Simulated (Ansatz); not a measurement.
Start from CsPbI3 in the cubic perovskite structure (space group Pm-3m, No. 221; a = 6.247 Å).

The values are results of PBEsol (Ansatz, a program for electronic structure), without spin-orbit coupling, not measurements.

One change was made to it. Results:

| quantity | base | after |
|---|---|---|
| band gap | 1.19 eV | 0.87 eV |
| lattice parameter a | 6.247 Å | 6.074 Å |

Q: Name the change that was made.
(A) pressure 45 GPa
(B) pressure 1.8 GPa
(C) pressure 18 GPa
(D) pressure −2 GPa
(E) pressure 4.2 GPa

A: B, pressure 1.8 GPa. For comparison, the band gap in the other runs: pressure −2 GPa gives 1.65 eV; pressure 45 GPa gives zero; pressure 4.2 GPa gives 0.52 eV; pressure 18 GPa gives zero.

The mesh was chosen for an insulator and is coarse for the gapless case. Spin-orbit coupling, missing from the scalar runs, can matter with I and Pb. Load acts through the strain it causes; cell and atoms are relaxed under it. Whether these cells are dynamically stable was not tested. No other phases were tried under pressure. The final runs are not spin-polarised. Many cubic perovskites are stable only at high temperature; tilts and polar distortions were not tested. This is not the structure that CsPbI3 has at room temperature and ambient pressure. A zero or small gap of CsPbI3 under pressure 45 GPa and CsPbI3 under pressure 18 GPa can be the functional's error rather than a property of the material.
